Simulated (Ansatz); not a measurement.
Free-standing chains of the atoms of Re, named by their start (strip: triangular double chain, ladder: square double chain); atoms and period are relaxed, and energies count from relaxed bulk Re (P6_3/mmc, 14.95 Å³/atom, gap on the mesh 0.00 eV).

Theory: Ansatz 0.2.0, DFT PBE, scalar-relativistic, plane waves, PAW.

Cutoff 420 eV; k points 1×1×26 on the computed 1-atom cell (Γ-centred); Gaussian smearing, width 0.05 eV; collinear spin from starting moments 1.5 μB.

Start (linear chain):

```
CELL_PARAMETERS angstrom
9.00000 0.00000 0.00000
0.00000 9.30000 0.00000
0.00000 0.00000 2.48007
ATOMIC_POSITIONS crystal
Re 0.50000 0.50000 0.00000
```

Task: Relax it.

Result: The free energy falls by 57 meV/atom.

- excess energy (eV per host atom): 5.578
- period (Å): 2.396
- gap on the mesh (eV): 0
- highest filled level or Fermi level under vacuum (eV): 4.71
- size of the moment (μB per cell): 2.69

Relaxed structure:
```
Re
1.0
     9.00000    0.00000    0.00000
     0.00000    9.30000    0.00000
     0.00000    0.00000    2.39570
Re
1
Cartesian
  4.5000 4.6500 0.0000
```

Spin-orbit coupling is left out, which matters for the bands of heavy elements.

Each run keeps its start's symmetry and one magnetic start, so lower states can exist.

The run took 18 s on 2 threads of Arm Neoverse V1 (shared host), peak memory 0.44 GiB.